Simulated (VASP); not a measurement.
# Pb (Fm-3m) in VASP: notebook, part 2 of 2

VASP 6.6.1. Earlier steps stand in the parts before.

### 4 Relaxation of cell and atoms, optB86b-vdW

File INCAR:

```
SYSTEM = Pb
PREC     = Accurate       ! precision mode
ENCUT    = 600            ! plane-wave cutoff, eV
EDIFF    = 1E-7           ! SCF threshold, eV
ISMEAR   = -1             ! smearing method
SIGMA    = 0.05           ! smearing width, eV
LREAL    = .False.        ! projectors in reciprocal space
LASPH    = .True.         ! aspherical terms in the spheres
NELM     = 100            ! most SCF steps
ALGO     = Normal         ! electronic algorithm
ISIF     = 3              ! what is computed and relaxed
LWAVE    = .False.        ! write WAVECAR
LCHARG   = .False.        ! write CHGCAR
GGA      = MK             ! functional
LUSE_VDW = .True.       
AGGAC    = 0.0          
PARAM1   = 0.1234       
PARAM2   = 1.0          
IBRION   = 2              ! ionic algorithm
NSW      = 60             ! ionic steps
EDIFFG   = -0.01          ! ionic threshold
```

File KPOINTS:

```
regular mesh
0
Gamma
  9 9 9
  0 0 0
```

File POSCAR:

```
Pb
1.0
    0.0000000000      2.4750200000      2.4750200000
    2.4750200000      0.0000000000      2.4750200000
    2.4750200000      2.4750200000      0.0000000000
Pb
1
Direct
    0.0000000000      0.0000000000      0.0000000000
```

Potentials or basis: VASP PAW PBE potentials, release 64 (Pb_d).

Started as:

```sh
$ cat potpaw_PBE.64/Pb_d/POTCAR > POTCAR
$ mpirun -np 1 vasp_std > vasp.out
```

OUTCAR:

```text
SYSTEM = Pb
   PREC = Accurate
   ENCUT = 600
   EDIFF = 1E-7
   ISMEAR = -1
   LREAL = .False.
   LASPH = .True.
   NELM = 100
   ISIF = 3
   GGA = MK
   IBRION = 2
   NSW = 60
   EDIFFG = -0.01

 ion  position               nearest neighbor table
   1  0.000  0.000  0.000-

  LATTYP: Found a face centered cubic cell.
 ALAT       =     4.9500400000

  Lattice vectors:

 A1 = (   0.0000000000,   2.4750200000,   2.4750200000)
 A2 = (   2.4750200000,   0.0000000000,   2.4750200000)
 A3 = (   2.4750200000,   2.4750200000,   0.0000000000)

Analysis of symmetry for initial positions (statically):
=====================================================================
 Subroutine PRICEL returns:
 Original cell was already a primitive cell.

 Routine SETGRP: Setting up the symmetry group for a
 face centered cubic supercell.

 Subroutine GETGRP returns: Found 48 space group operations
 (whereof 48 operations were pure point group operations)
 out of a pool of 48 trial point group operations.

The static configuration has the point symmetry O_h .

Analysis of symmetry for dynamics (positions and initial velocities):
=====================================================================
 Subroutine PRICEL returns:
 Original cell was already a primitive cell.

 Routine SETGRP: Setting up the symmetry group for a
 face centered cubic supercell.

 Subroutine GETGRP returns: Found 48 space group operations
 (whereof 48 operations were pure point group operations)
 out of a pool of 48 trial point group operations.

The dynamic configuration has the point symmetry O_h .

 Subroutine INISYM returns: Found 48 space group operations
 (whereof 48 operations are pure point group operations),
 and found     1 'primitive' translations

----------------------------------------------------------------------------------------

[... 128 lines left out ...]
   NGX = 13   NGY = 13   NGZ = 13

--------------------------------------- Ionic step        1  -------------------------------------------

 number of electron      13.9999999 magnetization

 Free energy of the ion-electron system (eV)
  ---------------------------------------------------
  ext. energy  EPLUGINS =         0.00000000
  ---------------------------------------------------
  free energy    TOTEN  =        -0.48698575 eV

  energy without entropy =       -0.48380106  energy(sigma->0) =       -0.48539340

------------------------ aborting loop because EDIFF is reached ----------------------------------------

  FORCE on cell =-STRESS in cart. coord.  units (eV):
  Direction    XX          YY          ZZ          XY          YZ          ZX
  --------------------------------------------------------------------------------------
  -------------------------------------------------------------------------------------
  Total        0.1112833      0.1112833      0.1112833     -0.0000000     -0.0000000     -0.0000000
  in kB        5.8799587      5.8799587      5.8799587     -0.0000000     -0.0000000     -0.0000000
  external PRESSURE =       5.8799587 kB  Pullay stress =       0.0000000 kB
[... 61 lines left out ...]
--------------------------------------- Ionic step        3  -------------------------------------------

 number of electron      14.0000000 magnetization

 Free energy of the ion-electron system (eV)
  ---------------------------------------------------
  ext. energy  EPLUGINS =         0.00000000
  ---------------------------------------------------
  free energy    TOTEN  =        -0.48768289 eV

  energy without entropy =       -0.48440496  energy(sigma->0) =       -0.48604392

 E-fermi :   6.8880     XC(G=0): -10.1784

 val. band max:        6.6644351534   @ k =  -0.3333   0.3333   0.1111
 cond. band min:       6.9029611247   @ k =  -0.2222   0.3333   0.1111
 fundamental gap:      0.2385259713
 Fermi energy:         6.8880256024

 k-point     1 :       0.0000    0.0000    0.0000
  band No.  band energies     occupation
      1      -9.9967      2.00000
      2      -9.9967      2.00000
      3      -9.9967      2.00000
      4      -9.8607      2.00000
      5      -9.8607      2.00000
      6      -4.6715      2.00000
      7      14.2550      0.00000
      8      14.2550      0.00000
      9      14.2550      0.00000
     10      16.9017      0.00000
     11      18.3263      0.00000
[... 309 lines left out ...]
 k-point    24 :       0.4444    0.4444    0.0000
  band No.  band energies     occupation
      1     -10.1489      2.00000
      2     -10.0594      2.00000
      3      -9.7445      2.00000
      4      -9.7071      2.00000
      5      -9.7071      2.00000
      6      -0.1983      2.00000
      7       4.3420      2.00000
      8       9.1243      0.00000
      9       9.1243      0.00000
     10      12.5702      0.00000
     11      13.7843      0.00000

 [... further k-points ...]

------------------------ aborting loop because EDIFF is reached ----------------------------------------

  FORCE on cell =-STRESS in cart. coord.  units (eV):
  Direction    XX          YY          ZZ          XY          YZ          ZX
  --------------------------------------------------------------------------------------
  -------------------------------------------------------------------------------------
  Total       -0.0001656     -0.0001656     -0.0001656      0.0000000     -0.0000000      0.0000000
  in kB       -0.0086402     -0.0086402     -0.0086402      0.0000000     -0.0000000      0.0000000
  external PRESSURE =      -0.0086402 kB  Pullay stress =       0.0000000 kB
[... 20 lines left out ...]
  energy  without entropy=       -0.4844049614  energy(sigma->0) =       -0.48604392

Total vdW correction in eV:      2.4084814

 reached required accuracy - stopping structural energy minimisation
```

CONTCAR:

```text
Pb
   1.00000000000000
    -0.0000000000000000    2.4854123228922456    2.4854123228922456
     2.4854123228922456   -0.0000000000000000    2.4854123228922456
     2.4854123228922456    2.4854123228922456   -0.0000000000000000
  Pb
     1
Direct
     0.0000000000000000    0.0000000000000000    0.0000000000000000

  0.00000000E+00  0.00000000E+00  0.00000000E+00
```

Wall time 92 s (1 thread of Intel Xeon Platinum 8375C at 2.90GHz (Ice Lake), shared host); peak memory 0.33 GiB.

Results:

```yaml
Free_energy: -0.4877 eV
Relaxed_volume: 30.71 Å³/atom
Relaxed_cell: a = 3.515 Å, b = 3.515 Å, c = 3.515 Å, α = 60.00°, β = 60.00°, γ = 60.00°
Space_group_after_relaxing_to_0.05_Å: Fm-3m (No. 225)
Energy_gained_by_relaxing: 0.7 meV/atom
Ionic_steps: 3
Pressure_after_relaxing: 0.0 GPa
Band_gap_on_the_k_mesh: none (metal or under the smearing width)
```

Step by step:
```csv
step,energy change (eV),largest force (eV/Å),pressure (GPa),volume (Å³)
1,0.0000,0.0000,0.59,30.32
2,-0.0006,0.0000,-0.16,30.81
3,-0.0007,0.0000,0.00,30.71
```

Final structure:
```
Pb
1.0
     0.00000    2.48541    2.48541
     2.48541    0.00000    2.48541
     2.48541    2.48541    0.00000
Pb
1
Direct
  0.00000 0.00000 0.00000
```

Caveat: the PAW data sets were made with another functional, which shifts forces and pressure a little. The run has no spin-orbit coupling, so splittings on Pb are missing.

### 5 Relaxation of cell and atoms, rev-vdW-DF2

File INCAR:

```
PREC = Accurate
ENCUT = 600
EDIFF = 1E-6
ISMEAR = -1
SIGMA = 0.05
LREAL = F
LASPH = T
NELM = 100
ALGO = Normal
ISIF = 3
LWAVE = F
LCHARG = F
GGA = MK
LUSE_VDW = T
AGGAC = 0.0
PARAM1 = 0.1234
PARAM2 = 0.711357
ZAB_VDW = -1.8867
IBRION = 2
NSW = 60
EDIFFG = -0.01
```

File KPOINTS:

```
regular mesh
0
Gamma
  9 9 9
```

POSCAR is that of step 4.

Started as:

```sh
$ cat potpaw_PBE.64/Pb_d/POTCAR > POTCAR
$ mpirun -np 1 vasp_std > vasp.out
```

It took 84 s on 1 thread of Intel Xeon Platinum 8375C at 2.90GHz (Ice Lake), shared host; peak memory 0.33 GiB.

It converged, with:

```yaml
Free_energy: -0.7670 eV
Relaxed_volume: 30.95 Å³/atom
Relaxed_cell: a = 3.524 Å, b = 3.524 Å, c = 3.524 Å, α = 60.00°, β = 60.00°, γ = 60.00°
Space_group_after_relaxing_to_0.05_Å: Fm-3m (No. 225)
Energy_gained_by_relaxing: 1.8 meV/atom
Ionic_steps: 3
Pressure_after_relaxing: 0.0 GPa
Band_gap_on_the_k_mesh: none (metal or under the smearing width)
```

The path:
```csv
step,energy change (eV),largest force (eV/Å),pressure (GPa),volume (Å³)
1,0.0000,0.0000,0.94,30.32
2,-0.0017,0.0000,-0.24,31.11
3,-0.0018,0.0000,0.00,30.95
```

Final structure:
```
CELL_PARAMETERS angstrom
0.00000 2.49193 2.49193
2.49193 0.00000 2.49193
2.49193 2.49193 0.00000
ATOMIC_POSITIONS crystal
Pb 0.00000 0.00000 0.00000
```

Levels at points of the mesh, in eV from the Fermi level:
```tsv
k point	band 4	band 5	band 6	band 7	band 8	band 9	band 10	band 11
(0.00, 0.00, 0.00)	-16.75	-16.75	-11.51	7.30	7.30	7.30	10.02	11.35
```

Caveat: the PAW data sets were made with another functional, which shifts forces and pressure a little. Spin-orbit coupling is left out, which matters for the levels of Pb.

### 6 Relaxation of cell and atoms, vdW-DF

File INCAR:

```
PREC = Accurate ; ENCUT = 600
EDIFF = 1E-7 ; ISMEAR = -1
SIGMA = 0.05 ; LREAL = F
LASPH = T ; NELM = 80
ALGO = Fast ; ISIF = 3
LWAVE = F ; LCHARG = F
GGA = RE ; LUSE_VDW = T
AGGAC = 0.0 ; IBRION = 2
NSW = 60 ; EDIFFG = -0.02
```

KPOINTS is that of step 5.

POSCAR is that of step 5.

Potentials or basis: VASP PAW PBE potentials, release 64 (Pb_d).

Started as:

```sh
$ cat potpaw_PBE.64/Pb_d/POTCAR > POTCAR
$ mpirun -np 1 vasp_std > vasp.out
```

Wall time 2.4 min (1 thread of Intel Xeon Platinum 8375C at 2.90GHz (Ice Lake), shared host); peak memory 0.33 GiB.

Results (log left out):

* Free energy: 0.1391 eV
* Relaxed volume: 33.75 Å³/atom
* Relaxed cell: a = 3.628 Å, b = 3.628 Å, c = 3.628 Å, α = 60.00°, β = 60.00°, γ = 60.00°
* Space group after relaxing (to 0.05 Å): Fm-3m (No. 225)
* Energy gained by relaxing: 48.2 meV/atom
* Ionic steps: 3
* Pressure after relaxing: 0.0 GPa
* Band gap on the k mesh: none (metal or under the smearing width)

Step by step:
```tsv
step	energy change (eV)	largest force (eV/Å)	pressure (GPa)	volume (Å³)
1	0.0000	0.0000	4.92	30.32
2	-0.0460	0.0000	-0.83	34.60
3	-0.0482	0.0000	0.03	33.75
```

Final structure:
```cif
data_structure
_symmetry_space_group_name_H-M 'P 1'
_symmetry_Int_Tables_number 1
_cell_length_a 3.6276
_cell_length_b 3.6276
_cell_length_c 3.6276
_cell_angle_alpha 60.000
_cell_angle_beta 60.000
_cell_angle_gamma 60.000
_cell_volume 33.75
loop_
_atom_site_label
_atom_site_type_symbol
_atom_site_fract_x
_atom_site_fract_y
_atom_site_fract_z
_atom_site_occupancy
Pb1 Pb 0.00000 0.00000 0.00000 1
```

Levels at points of the mesh, in eV from the Fermi level:
| k point | band 4 | band 5 | band 6 | band 7 | band 8 | band 9 | band 10 | band 11 |
| --- | --- | --- | --- | --- | --- | --- | --- | --- |
| (0.00, 0.00, 0.00) | -16.92 | -16.92 | -11.02 | 6.53 | 6.53 | 6.53 | 9.99 | 10.37 |

Caveat: the PAW data sets were made with another functional, which shifts forces and pressure a little; the volume moved by +11 % from the deposited cell, more than functionals usually miss. The run has no spin-orbit coupling, so splittings on Pb are missing.

### 7 Summary

```csv
level,gap on the mesh (eV),pressure (GPa),relaxed volume (Å³/atom)
vdW-DF-cx,none,0.0,30.06
vdW-DF2,none,0.0,35.64
optB86b-vdW,none,0.0,30.71
rev-vdW-DF2,none,0.0,30.95
vdW-DF,none,0.0,33.75
```

Alike in all rows: task relaxation of cell and atoms; potentials or basis VASP PAW PBE potentials, release 64 (Pb_d); no spin polarisation; cell relaxed; k mesh 9 × 9 × 9; cutoff (eV) 600; smearing fermi-dirac 0.05 eV.

Caveats: the PAW data sets were made with another functional, which shifts forces and pressure a little; the volume moved by over 15 % at a fixed basis, so the end points are rough (some runs); the volume moved by +18 % from the deposited cell, more than functionals usually miss (some runs); the volume moved by +11 % from the deposited cell, more than functionals usually miss (some runs).

Absolute energies hang on the potentials; compare differences alone.

### 8 How close it comes

Step 2. The cell as given is a measured one (30.32 Å³/atom); vdW-DF-cx puts the equilibrium volume -0.9 % from it, thermal expansion not counted.

Step 3. The cell as given is a measured one (30.32 Å³/atom); vdW-DF2 puts the equilibrium volume +17.5 % from it, thermal expansion not counted.

Step 4. The cell as given is a measured one (30.32 Å³/atom); optB86b-vdW puts the equilibrium volume +1.3 % from it, thermal expansion not counted.

Step 5. The cell as given is a measured one (30.32 Å³/atom); rev-vdW-DF2 puts the equilibrium volume +2.1 % from it, thermal expansion not counted.

Step 6. The cell as given is a measured one (30.32 Å³/atom); vdW-DF puts the equilibrium volume +11.3 % from it, thermal expansion not counted.
